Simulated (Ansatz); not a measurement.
## Ru: rigid cleavage

All numbers below come from DFT PBE, scalar-relativistic, plane waves, PAW in Ansatz 0.2.0. The runs took a 420 eV cutoff, a Γ-centred 25×25×5 mesh and Gaussian smearing (0.15 eV). No spin polarisation. Energies are free energies at this smearing, counted from the undisturbed cell; pressure is positive in compression.

The starting cell (relaxed at this level):

```xyz
6
Lattice="-2.7200 0.0000 0.0000 -1.3600 -2.3556 0.0000 0.0000 0.0000 12.8903" Properties=species:S:1:pos:R:3 pbc="T T T"
Ru   -1.3600   -0.7852   11.8163
Ru   -1.3600   -0.7852    3.2228
Ru   -1.3600   -0.7852    7.5196
Ru   -2.7200   -1.5704    1.0744
Ru   -2.7200   -1.5704    5.3712
Ru   -2.7200   -1.5704    9.6679
```

The cut lies on the cell's a–b face, a (0 0 1) plane (indices in the standard cell, whose axes needn't be the Cartesian ones shown) of area 6.41 Å², between layers 2.15 Å apart. Vector c is lengthened by d along the normal with the atoms' Cartesian places fixed: one unrelaxed cut a cell. The cell is metallic on the mesh throughout.

```csv
d (Å),energy (J/m²),traction dE/dd (GPa)
-0.30,1.40,-112.7
0.00,0.00,0.4
0.50,1.35,37.2
1.00,?,?
2.00,4.90,8.7
3.00,5.32,1.5
6.00,?,0.0
```

Give the withheld values.

energy (J/m²) at d (Å) = 1.00: 3.07; traction dE/dd (GPa) at d (Å) = 1.00: 29.8; energy (J/m²) at d (Å) = 6.00: 5.40.

Cost: 7 runs of about 5.2 core-minutes in all, on Intel Xeon Platinum 8488C (Sapphire Rapids) (shared hosts).